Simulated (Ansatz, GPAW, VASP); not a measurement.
# PbS: 3 runs at one level of theory

```
Pb S
1.0
     0.00000    2.96575    2.96575
     2.96575    0.00000    2.96575
     2.96575    2.96575    0.00000
Pb S
1 1
Direct
  0.00000 0.00000 0.00000
  0.50000 0.50000 0.50000
```

Alike in all runs: task single point; functional PBE; k mesh 8 × 8 × 8; occupations gaussian, width 0.023 eV; no spin polarisation; no spin-orbit coupling. Pressure is positive in compression and, in plane waves, holds the error of the finite cutoff.

```csv
program and potentials,plane-wave cutoff (eV),notes,band gap (eV),pressure (GPa)
"VASP, PBE PAW files Pb_d, S, 520 eV",520,-,?,?
"GPAW, GPAW PAW data sets (gpaw-data 1.2.1)",600,-,0.31,2.00
"Ansatz, all-electron LAPW, scalar-relativistic",-,-,0.36,2.24
```

Problem. Estimate from the other rows what the run with VASP, PBE PAW files Pb_d, S, 520 eV gave.

Solution. Band gap 0.36 eV; pressure 2.17 GPa. The other rows, which needn't bracket it: band gap 0.31 to 0.36; pressure 2.00 to 2.24.
